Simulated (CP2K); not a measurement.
# Zr (P6_3/mmc) in CP2K: equation of state, part 2 of 2

CP2K 2026.2. The steps go on from the part before.

## (7) Single point, PBEsol, 21.88 Å³/atom (volume scaled by 0.94)

File zr_eos.inp:

```
&GLOBAL
  PROJECT zr_eos
  RUN_TYPE ENERGY_FORCE
  PRINT_LEVEL LOW
&END GLOBAL
&FORCE_EVAL
  METHOD QS
  STRESS_TENSOR ANALYTICAL
  &DFT
    BASIS_SET_FILE_NAME BASIS_MOLOPT_UZH
    POTENTIAL_FILE_NAME POTENTIAL_UZH
    WFN_RESTART_FILE_NAME previous-RESTART.kp
    &MGRID
      CUTOFF 450
      REL_CUTOFF 60
      NGRIDS 5
    &END MGRID
    &QS
      METHOD GPW
      EPS_DEFAULT 1.0E-10
    &END QS
    &KPOINTS
      SCHEME MONKHORST-PACK 9 9 5
      GAMMA_CENTERED T
      SYMMETRY T
      SYMMETRY_BACKEND SPGLIB
    &END KPOINTS
    &SCF
      SCF_GUESS RESTART
      EPS_SCF 1.0E-6
      MAX_SCF 100
      ADDED_MOS 16
      CHOLESKY OFF
      EPS_EIGVAL 1.0E-7
      &DIAGONALIZATION ON
        ALGORITHM STANDARD
      &END DIAGONALIZATION
      &MIXING ON
        METHOD BROYDEN_MIXING
        ALPHA 0.4
        BETA 1.5
        NBUFFER 8
      &END MIXING
      &SMEAR ON
        METHOD FERMI_DIRAC
        ELECTRONIC_TEMPERATURE [K] 580.226
      &END SMEAR
    &END SCF
    &XC
      &XC_FUNCTIONAL
        &GGA_X_PBE_SOL
        &END GGA_X_PBE_SOL
        &GGA_C_PBE_SOL
        &END GGA_C_PBE_SOL
      &END XC_FUNCTIONAL
    &END XC
    &PRINT
      &KPOINTS ON
      &END KPOINTS
      &MULLIKEN ON
      &END MULLIKEN
      &MO ON
        ENERGIES T
        OCCUPATION_NUMBERS T
        &EACH
          QS_SCF 0
        &END EACH
        ADD_LAST NUMERIC
      &END MO
    &END PRINT
  &END DFT
  &SUBSYS
    &CELL
      ABC 3.1660223034 3.1660223033 5.0419297016
      ALPHA_BETA_GAMMA 90.0000000000 90.0000000000 120.0000000008
      PERIODIC XYZ
    &END CELL
    &COORD
      SCALED
      Zr  0.6666666667 0.3333333333 0.7500000000
      Zr  0.3333333333 0.6666666667 0.2500000000
    &END COORD
    &KIND Zr
      BASIS_SET TZVP-MOLOPT-PBE-GTH-q12
      POTENTIAL GTH-PBE-q12
    &END KIND
    &PRINT
      &ATOMIC_COORDINATES ON
      &END ATOMIC_COORDINATES
      &CELL ON
      &END CELL
    &END PRINT
  &END SUBSYS
  &PRINT
    &FORCES ON
    &END FORCES
    &STRESS_TENSOR ON
    &END STRESS_TENSOR
  &END PRINT
&END FORCE_EVAL
```

Potentials or basis: POTENTIAL_UZH Zr GTH-PBE-q12; TZVP-MOLOPT-PBE-GTH basis.

Started as:

```
OMP_NUM_THREADS=1 cp2k.psmp -i zr_eos.inp -o zr_eos.out
```

zr_eos.out:

```text

 CP2K| version string:                                       CP2K version 2026.2
 CP2K| Input file name                                                zr_eos.inp

 GLOBAL| Force Environment number                                              1
 GLOBAL| Basis set file name                                    BASIS_MOLOPT_UZH
 GLOBAL| Potential file name                                       POTENTIAL_UZH
 GLOBAL| MM Potential file name                                     MM_POTENTIAL
 GLOBAL| Coordinate file name                                      __STD_INPUT__
 GLOBAL| Method name                                                        CP2K
 GLOBAL| Project name                                                     zr_eos
 GLOBAL| Run type                                                   ENERGY_FORCE
 GLOBAL| FFT library                                                       FFTW3
[... 5 lines left out ...]
 GLOBAL| Global print level                                                  LOW
 GLOBAL| Total number of message passing processes                             1
 GLOBAL| Number of threads for this process                                    1
 GLOBAL| CPU model name                                                  UNKNOWN

 CELL| Volume [angstrom^3]:                                            43.767865
 CELL| Vector a [angstrom]:       3.166     0.000     0.000   |a| =     3.166022
 CELL| Vector b [angstrom]:      -1.583     2.742     0.000   |b| =     3.166022
 CELL| Vector c [angstrom]:       0.000     0.000     5.042   |c| =     5.041930
 CELL| Angle (b,c), alpha [degree]:                                    90.000000
 CELL| Angle (a,c), beta  [degree]:                                    90.000000
 CELL| Angle (a,b), gamma [degree]:                                   120.000000
 CELL| Numerically orthorhombic:                                              NO
 CELL| Periodicity                                                           XYZ

 CELL_REF| Volume [angstrom^3]:                                        43.767865
 CELL_REF| Vector a [angstrom     3.166     0.000     0.000   |a| =     3.166022
 CELL_REF| Vector b [angstrom    -1.583     2.742     0.000   |b| =     3.166022
 CELL_REF| Vector c [angstrom     0.000     0.000     5.042   |c| =     5.041930
 CELL_REF| Angle (b,c), alpha [degree]:                                90.000000
 CELL_REF| Angle (a,c), beta  [degree]:                                90.000000
 CELL_REF| Angle (a,b), gamma [degree]:                               120.000000
 CELL_REF| Numerically orthorhombic:                                          NO
 CELL_REF| Periodicity                                                       XYZ
[... 9 lines left out ...]
 TOTAL NUMBERS AND MAXIMUM NUMBERS

[... 120 lines left out ...]
  Core density on regular grids:               23.9999999982       -0.0000000018
  Total charge density on r-space grids:       -0.0000011183
  Total charge density g-space grids:          -0.0000011183

  Overlap energy of the core charge distribution:               0.00000000000000
  Self energy of the core charge distribution:               -170.34051843113323
  Core Hamiltonian energy:                                     38.00300276707098
  Hartree energy:                                              50.88251673254117
  Exchange-correlation energy:                                -11.70118357865312
  Electronic entropic energy:                                  -0.00063072133736
  Fermi energy:                                                 0.44857423458966

  Total energy:                                               -93.15681323179868
  Total energy (extrapolated to T->0):                        -93.15649787113000

 MO| EIGENVALUES AND OCCUPATION NUMBERS FOR K POINT 1
 MO|
 MO|  Index      Eigenvalue [a.u.]        Eigenvalue [eV]             Occupation
 MO|      1              -1.323872             -36.024382               2.000000
 MO|      2              -1.323164             -36.005137               2.000000
 MO|      3              -0.546475             -14.870340               2.000000
 MO|      4              -0.543754             -14.796287               2.000000
 MO|      5              -0.521524             -14.191402               2.000000
 MO|      6              -0.517358             -14.078015               2.000000
[... 462 lines left out ...]
 MO|     27               1.102226              29.993091               0.000000
 MO|     28               1.160317              31.573838               0.000000
 MO| Sum:                                                              24.010410
 MO| E(Fermi):            0.448574 a.u.         12.206326 eV

 [... the levels of further k-points ...]

 !-----------------------------------------------------------------------------!
                     Mulliken Population Analysis

 #  Atom  Element  Kind  Atomic population                           Net charge
       1     Zr       1         12.000001                             -0.000001
       2     Zr       1         11.999999                              0.000001
 # Total charge                             24.000000                  0.000000

 !-----------------------------------------------------------------------------!

 ENERGY| Total FORCE_EVAL ( QS ) energy [hartree]            -93.156812341748974

 FORCES| Atomic forces [hartree/bohr]
 FORCES|   Atom     x               y               z               |f|
 FORCES|      1 -2.80009363E-09 -1.00898013E-09  1.92873465E-10   2.98257697E-09
 FORCES|      2  2.73308931E-09  1.15961642E-09 -1.06769687E-10   2.97083948E-09
 FORCES| Sum    -6.70043136E-11  1.50636291E-10  8.61037783E-11
 FORCES| Total atomic force                                       1.85996588E-10

 STRESS| Analytical stress tensor [bar]
 STRESS|                        x                   y                   z
 STRESS|      x        3.23337416817E+04   6.99968807950E-02   3.09589577793E-03
 STRESS|      y        6.99968807950E-02   3.23337836778E+04   1.78706694344E-03
 STRESS|      z        3.09589577793E-03   1.78706694344E-03   5.12856667834E+04
 STRESS| 1/3 Trace                                             3.86510640476E+04
 STRESS| Determinant                                           5.36177393433E+13

 STRESS| Eigenvectors and eigenvalues of the analytical stress tensor [bar]
 STRESS|                        1                   2                   3
 STRESS| Eigenvalues   3.23336896011E+04   3.23338357583E+04   5.12856667834E+04
 STRESS|      x           0.802288907160      0.596935934124      0.000000163356
 STRESS|      y          -0.596935934124      0.802288907160      0.000000094296
 STRESS|      z          -0.000000074770     -0.000000173165      1.000000000000
```

Wall time 1.7 min (1 thread of Arm Neoverse V1, shared host); peak memory 0.42 GiB.

Results:

```
Free energy            : -2534.9258 eV
Pressure               : 3.9 GPa
Band gap on the k mesh : none (metal or under the smearing width)
```

Caveat: the potentials were made for another functional, which shifts forces and pressure; the basis of atomic orbitals isn't converged, which shifts pressures, moduli and gaps.

## (8) Single point, PBEsol, 24.68 Å³/atom (volume scaled by 1.06)

Edit zr_eos.inp of step 7 so:

```diff
@@ -73,4 +73,4 @@
     &CELL
-      ABC 3.1660223034 3.1660223033 5.0419297016
-      ALPHA_BETA_GAMMA 90.0000000000 90.0000000000 120.0000000008
+      ABC 3.2953886421 3.2953886420 5.2479471970
+      ALPHA_BETA_GAMMA 90.0000000000 90.0000000000 120.0000000001
       PERIODIC XYZ
```

Started as:

```
OMP_NUM_THREADS=1 cp2k.psmp -i zr_eos.inp -o zr_eos.out
```

Wall time 87 s (1 thread of Arm Neoverse V1, shared host); peak memory 0.39 GiB.

Results (log left out):

```
Free energy            : -2534.8510 eV
Pressure               : -7.2 GPa
Band gap on the k mesh : none (metal or under the smearing width)
```

Caveat: the potentials were made for another functional, which shifts forces and pressure; the basis of atomic orbitals isn't converged, which shifts pressures, moduli and gaps.

## (9) Equation of state, PBEsol

Potentials or basis: POTENTIAL_UZH Zr GTH-PBE-q12; TZVP-MOLOPT-PBE-GTH basis.

No new run: the results of the series are fitted here.

What came out:

- Equilibrium volume: 22.70 Å³/atom
- Bulk modulus at fixed shape and positions: 99 GPa
- Pressure derivative of the bulk modulus: 3.3

Energy against volume, from the lowest point:
| volume (Å³/atom) | energy (meV/atom) |
| --- | --- |
| 21.884 | 9.48 |
| 22.350 | 1.58 |
| 22.815 | 0.00 |
| 23.281 | 4.20 |
| 23.746 | 13.70 |
| 24.212 | 28.06 |
| 24.678 | 46.87 |

Caveat: the cell was scaled at fixed shape and fractional positions, which overstates the stiffness of a crystal with free parameters, most of all of layers and chains; the potentials were made for another functional, which shifts forces and pressure; the basis of atomic orbitals isn't converged, which shifts pressures, moduli and gaps.
